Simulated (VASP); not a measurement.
# Se (Im-3m) in VASP: a series of runs, part 2 of 2

VASP 6.6.1.

## Step 3: Relaxation of cell and atoms, PBEsol, target pressure 250 GPa, at which the enthalpy is minimised

This run uses another cell than the first one, of 9.89 Å³/atom, 0.926 times its volume.

Input file INCAR:

```
ALGO = Fast
EDIFF = 1E-7
EDIFFG = -0.002
ENCUT = 700
GGA = PS
IBRION = 2
ISIF = 3
ISMEAR = 0
LASPH = T
LCHARG = F
LREAL = F
LWAVE = F
NELM = 60
NSW = 80
PREC = Accurate
PSTRESS = 2500
SIGMA = 0.1
```

Input file KPOINTS:

```
k-points
0
Gamma
  21 21 21
```

Input file POSCAR:

```
Se                                      
1.0
    1.9122198967      1.1040432035      0.7807280306
   -1.9122198967      1.1040432035      0.7807280306
   -0.0000000000     -2.2080864070      0.7807280306
  Se            
     1
Direct
     0.0000000000000000    0.0000000000000000    0.0000000000000000
```

Potentials or basis: VASP PAW PBE potentials, release 64 (Se).

Run with:

```
$ cat potpaw_PBE.64/Se/POTCAR > POTCAR
$ mpirun -np 1 vasp_std > vasp.out
```

OUTCAR:

```text
EDIFF = 1E-7
   EDIFFG = -0.002
   ENCUT = 700
   GGA = PS
   IBRION = 2
   ISIF = 3
   ISMEAR = 0
   LASPH = T
   LREAL = F
   NELM = 60
   NSW = 80
   PREC = Accurate
   PSTRESS = 2500

 ion  position               nearest neighbor table
   1  0.000  0.000  0.000-

  LATTYP: Found a base centered monoclinic cell.
 ALAT       =     2.7044020803
 B/A-ratio  =     1.4141535467
 C/A-ratio  =     0.8660126849
 COS(beta)  =    -0.5773078725

  Lattice vectors:

 A1 = (   1.9122198967,   1.1040432035,   0.7807280306)
 A2 = (  -1.9122198967,   1.1040432035,   0.7807280306)
 A3 = (   0.0000000000,  -2.2080864070,   0.7807280306)

Analysis of symmetry for initial positions (statically):
=====================================================================
 Subroutine PRICEL returns:
 Original cell was already a primitive cell.

 Routine SETGRP: Setting up the symmetry group for a
 base centered monoclinic supercell.

 Subroutine GETGRP returns: Found  4 space group operations
 (whereof  4 operations were pure point group operations)
 out of a pool of  4 trial point group operations.

The static configuration has the point symmetry C_2h.

Analysis of symmetry for dynamics (positions and initial velocities):
=====================================================================
 Subroutine PRICEL returns:
 Original cell was already a primitive cell.

 Routine SETGRP: Setting up the symmetry group for a
 base centered monoclinic supercell.

 Subroutine GETGRP returns: Found  4 space group operations
 (whereof  4 operations were pure point group operations)
 out of a pool of  4 trial point group operations.

The dynamic configuration has the point symmetry C_2h.

 Subroutine INISYM returns: Found  4 space group operations
 (whereof  4 operations are pure point group operations),
 and found     1 'primitive' translations

----------------------------------------------------------------------------------------

                                     Primitive cell

  volume of cell :       9.8895

  direct lattice vectors                    reciprocal lattice vectors
     1.912219897  1.104043204  0.780728031     0.261476204  0.150960276  0.426951922
    -1.912219897  1.104043204  0.780728031    -0.261476204  0.150960276  0.426951922
     0.000000000 -2.208086407  0.780728031     0.000000000 -0.301920552  0.426951922

  length of vectors
     2.342014643  2.342014643  2.342046506     0.522921365  0.522921365  0.522918697

  position of ions in fractional coordinates (direct lattice)
     0.000000000  0.000000000  0.000000000

  ion indices of the primitive-cell ions
   primitive index   ion index
                 1           1

----------------------------------------------------------------------------------------

 KPOINTS: k-points

Automatic generation of k-mesh.
 Grid dimensions read from file:
 generate k-points for:   21   21   21
[... 21 lines left out ...]
  0.000000  0.000000  0.000000      1.000000
  0.047619 -0.000000  0.000000      4.000000
  0.095238  0.000000 -0.000000      4.000000
  0.142857 -0.000000  0.000000      4.000000
  0.190476  0.000000 -0.000000      4.000000
  0.238095  0.000000  0.000000      4.000000
[... 16 lines left out ...]
 -0.428571  0.047619  0.000000      4.000000
 -0.380952  0.047619  0.000000      4.000000
 [... further k-points ...]
   k-points           NKPTS =   2431   k-points in BZ     NKDIM =   2431   number of bands    NBANDS=      7
   number of dos      NEDOS =    301   number of ions     NIONS =      1
   total plane-waves  NPLWV =   8000
   dimension x,y,z NGX =    20 NGY =   20 NGZ =   20
   dimension x,y,z NGXF=    40 NGYF=   40 NGZF=   40
   ions per type =               1
   NGX,Y,Z   is equivalent  to a cutoff of  14.20, 14.20, 14.20 a.u.
   NGXF,Y,Z  is equivalent  to a cutoff of  28.39, 28.39, 28.39 a.u.
 SYSTEM =  unknown system
   PREC   = accura    normal or accurate (medium, high low for compatibility)
   ISTART =      0    job   : 0-new  1-cont  2-samecut
   ICHARG =      2    charge: 1-file 2-atom 10-const
   ISPIN  =      1    spin polarized calculation?
   LNONCOLLINEAR =      F non collinear calculations
   LSORBIT =      F    spin-orbit coupling
   LASPH  =      T    aspherical Exc in radial PAW
   ENCUT  =  700.0 eV  51.45 Ry    7.17 a.u.   5.05  5.05  5.05*2*pi/ulx,y,z
   NELM   =     60;   NELMIN=  2; NELMDL= -5     # of ELM steps
   EDIFF  = 0.1E-06   stopping-criterion for ELM
   LREAL  =      F    real-space projection
   EDIFFG = -.2E-02   stopping-criterion for IOM
   NSW    =     80    number of steps for IOM
   IBRION =      2    ionic relax: 0-MD 1-quasi-New 2-CG
   NFREE  =      1    steps in history (QN), initial steepest desc. (CG)
   ISIF   =      3    stress and relaxation
   ISYM   =      2    0-nonsym 1-usesym 2-fastsym
   POTIM  = 0.5000    time-step for ionic-motion
   TEBEG  =    0.0;   TEEND  =   0.0 temperature during run
   PSTRESS= 2500.0 pullay stress
   NELECT =       6.0000    total number of electrons
   NUPDOWN=      -1.0000    fix difference up-down
   EMIN   =  10.00;   EMAX   =-10.00  energy-range for DOS
   EFERMI =   0.00;   METHOD = LEGACY
   ISMEAR =     0;   SIGMA  =   0.10  broadening in eV -4-tet -1-fermi 0-gaus
   EFERMI_NEDOS =   21; number of points for ismear=-14 and -15
   IALGO  =     68    algorithm
   IMIX   =      4    mixing-type and parameters
     AMIX     =   0.40;   BMIX     =  1.00
     AMIX_MAG =   1.60;   BMIX_MAG =  1.00
  volume/ion in A,a.u.               =       9.89        66.74
  Fermi-wavevector in a.u.,A,eV,Ry     =   1.385905  2.618982 26.133172  1.920734
  Thomas-Fermi vector in A             =   2.510272
   LORBIT       =      0    0 simple, 1 ext, 2 COOP (PROOUT), +10 PAW based schemes
   GGA     = PS    functional components
   LHFCALC =     F    Hartree Fock is set to
   AEXX    =    0.0000 exact exchange contribution
   IVDW    =     0    specifies the selected vdW correction
   LEPSILON=     F    determine dielectric tensor
   LRPA    =     F    only Hartree local field effects (RPA)
 conjugate gradient relaxation of ions
 non-spin polarized calculation
 RMM-DIIS sequential band-by-band and
 Gauss-broadening in eV      SIGMA  =   0.10
  energy-cutoff  :      700.00
  volume of cell :        9.89
 maximum number of plane-waves:       430
   NGX = 11   NGY = 11   NGZ = 11

--------------------------------------- Ionic step        1  -------------------------------------------

 number of electron       6.0000000 magnetization

 Free energy of the ion-electron system (eV)
  ---------------------------------------------------
  ext. energy  EPLUGINS =         0.00000000
  ---------------------------------------------------
  free energy    TOTEN  =         0.64568111 eV

  energy without entropy =        0.64672682  energy(sigma->0) =        0.64620396

------------------------ aborting loop because EDIFF is reached ----------------------------------------

  FORCE on cell =-STRESS in cart. coord.  units (eV):
  Direction    XX          YY          ZZ          XY          YZ          ZX
  --------------------------------------------------------------------------------------
  -------------------------------------------------------------------------------------
  Total       15.4308095     15.4300822     15.4276294      0.0000000      0.0000198      0.0000000
  in kB     2499.9099646   2499.7921377   2499.3947595      0.0000000      0.0032083      0.0000000
  external PRESSURE =      -0.3010461 kB  Pullay stress =    2500.0000000 kB
[... 61 lines left out ...]
--------------------------------------- Ionic step        3  -------------------------------------------

 number of electron       6.0000000 magnetization

 Free energy of the ion-electron system (eV)
  ---------------------------------------------------
  ext. energy  EPLUGINS =         0.00000000
  ---------------------------------------------------
  free energy    TOTEN  =         0.64637615 eV

  energy without entropy =        0.64742141  energy(sigma->0) =        0.64689878

 E-fermi :  17.6990     XC(G=0): -14.2027

 val. band max:       17.6839002965   @ k =   0.4762   0.0476   0.3333
 cond. band min:      17.7468488985   @ k =  -0.4286   0.3333   0.3333
 fundamental gap:      0.0629486020
 Fermi energy:        17.6989789264

 k-point     1 :       0.0000    0.0000    0.0000
  band No.  band energies     occupation
      1      -8.4444      2.00000
      2      26.5973      0.00000
      3      26.5990      0.00000
      4      26.5993      0.00000
      5      32.1507      0.00000
      6      32.1511      0.00000
      7      32.1519      0.00000
[... 221 lines left out ...]
 k-point    24 :      -0.3810    0.0476    0.0000
  band No.  band energies     occupation
      1      -3.1027      2.00000
      2       8.7312      2.00000
      3      18.6732      0.00000
      4      21.8204      0.00000
      5      26.2200      0.00000
      6      27.5904      0.00000
      7      36.5088      0.00000

 [... further k-points ...]
[... 5 lines left out ...]
  --------------------------------------------------------------------------------------
  -------------------------------------------------------------------------------------
  Total       15.4323210     15.4318062     15.4300919      0.0000000      0.0000091      0.0000000
  in kB     2500.2674463   2500.1840499   2499.9063134      0.0000000      0.0014820      0.0000000
  external PRESSURE =       0.1192699 kB  Pullay stress =    2500.0000000 kB
[... 20 lines left out ...]
  energy  without entropy=        0.6474214131  energy(sigma->0) =        0.64689878

  enthalpy is  TOTEN    =        16.0770463467 eV   P V=       15.4306702007

 reached required accuracy - stopping structural energy minimisation
```

OSZICAR:

```text
N       E                     dE             d eps       ncg     rms          rms(c)
DAV:   1     0.156384582150E+02    0.15638E+02   -0.43420E+03 34762   0.103E+03
DAV:   2     0.695285854375E+00   -0.14943E+02   -0.14356E+02 48132   0.102E+02
DAV:   3     0.582230063087E+00   -0.11306E+00   -0.11258E+00 39655   0.100E+01
DAV:   4     0.582188169904E+00   -0.41893E-04   -0.41893E-04 52185   0.184E-01
[... 12 lines left out ...]
       N       E                     dE             d eps       ncg     rms          rms(c)
DAV:   1     0.646375392971E+00   -0.34568E-02   -0.25842E-05 44499   0.360E-02    0.741E-03
RMM:   2     0.646375847420E+00    0.45445E-06   -0.32362E-07 30381   0.650E-03    0.445E-03
RMM:   3     0.646376140532E+00    0.29311E-06   -0.20873E-07 26998   0.394E-03    0.719E-04
RMM:   4     0.646376146028E+00    0.54961E-08   -0.40825E-09 17589   0.778E-04
   3 F= 0.16077046E+02 E0= 0.16077569E+02  d E =0.162772E-07
```

CONTCAR:

```text
Se
   1.00000000000000
     1.9122113105687655    1.1040318836178371    0.7807046417265674
    -1.9122113105687655    1.1040318836178371    0.7807046417265674
     0.0000000000000000   -2.2080633924875763    0.7807041122651477
  Se
     1
Direct
     0.0000000000000000    0.0000000000000000    0.0000000000000000

  0.00000000E+00  0.00000000E+00  0.00000000E+00
```

Wall time 3 min (1 thread of Intel Xeon Platinum 8488C (Sapphire Rapids), shared host); peak memory 0.38 GiB.

What came out:

- Free energy: 0.6464 eV
- Energy change on relaxing (the enthalpy is what falls): +0.7 meV/atom
- Ionic steps: 3
- Pressure after relaxing: 250.0 GPa
- Band gap on the k mesh: none (metal or under the smearing width)

The path:
```tsv
step	energy change (eV)	largest force (eV/Å)	pressure (GPa)	volume (Å³)
1	0.0000	0.0000	249.97	9.89
2	0.0042	0.0000	250.22	9.89
3	0.0007	0.0000	250.01	9.89
```

Final structure:
```xyz
1
Lattice="1.9122 1.1040 0.7807 -1.9122 1.1040 0.7807 0.0000 -2.2081 0.7807" Properties=species:S:1:pos:R:3 pbc="T T T"
Se    0.0000    0.0000    0.0000
```

Caveat: the cell is relaxed towards a set pressure, so the enthalpy falls and the energy may rise; the PAW data sets were made with another functional, which shifts forces and pressure a little.
